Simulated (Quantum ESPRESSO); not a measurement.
## CaSe under changes of volume

One of the cells (25.829 Å³/atom); the others are scaled copies at fixed shape and fractional positions:

```
CELL_PARAMETERS angstrom
0.00000 2.95600 2.95600
2.95600 0.00000 2.95600
2.95600 2.95600 0.00000
ATOMIC_POSITIONS crystal
Se 0.50000 0.50000 0.50000
Ca 0.00000 0.00000 0.00000
```

| Item | Value |
| --- | --- |
| Program | Quantum ESPRESSO 7.5 |
| Functional | r2SCAN |
| Potentials or basis | SG15 PBE 1.2 |
| Cutoff | 952 eV |
| Density cutoff | 3810 eV |
| k mesh | 6 × 6 × 6 |
| Occupations | fermi-dirac, width 0.05 eV |
| Spin | no spin polarisation |

```csv
volume (Å³/atom),energy over the lowest point (meV/atom),pressure (GPa),gap on the mesh (eV)
24.280,27.72,4.8,2.31
24.796,14.67,3.3,2.37
25.313,5.98,2.1,2.43
25.829,?,?,?
26.346,0.00,-0.1,2.53
26.863,2.00,-1.1,2.57
27.379,6.89,-1.9,2.61
```

Question: What does the run at 25.829 Å³/atom give?

Answer: Energy over the lowest point 1.21 meV/atom; pressure 0.9 GPa; gap on the mesh 2.48 eV.

Worked out: A Birch-Murnaghan fit of order 3 (a polynomial in V^(-2/3)) to the other rows has its minimum at 26.27 Å³/atom with B0 = V·E''(V) = 51 GPa and B' = 4.2. It gives 1.22 meV/atom at 25.829 Å³/atom, against the run's 1.21, and -dE/dV = 0.9 GPa, against 0.9. A straight line through the other rows of the gap, of slope 2.5 eV per unit of ln V, gives 2.47 eV, against the run's 2.48.

Energies are extrapolated to zero smearing.

Caveats: the potentials were made for another functional, which shifts forces and pressure.

A mesh can miss the band edges. Spin-orbit coupling on Se is left out.
